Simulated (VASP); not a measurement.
# BeS (rocksalt): gaps by functional in VASP

```xyz
2
Lattice="0.0000 2.3173 2.3173 2.3173 0.0000 2.3173 2.3173 2.3173 0.0000" Properties=species:S:1:pos:R:3 pbc="T T T"
Be    0.0000    0.0000    0.0000
S     2.3173    2.3173    2.3173
```

All runs share this cell. Band v is the last that the valence electrons fill when counted band by band, and c is the next. A negative gap between them is a band overlap, as in a metal.

```tsv
level	gap (eV)	least direct gap (eV)	pressure (GPa)
PBE	0.97	4.15	-0.4
r²SCAN	1.33	4.60	-0.2
LDA	0.96	4.16	-5.5
PBEsol	0.95	4.16	-3.0
HSE06	1.72	5.20	-2.0
PBE0	2.43	5.94	-1.9
```
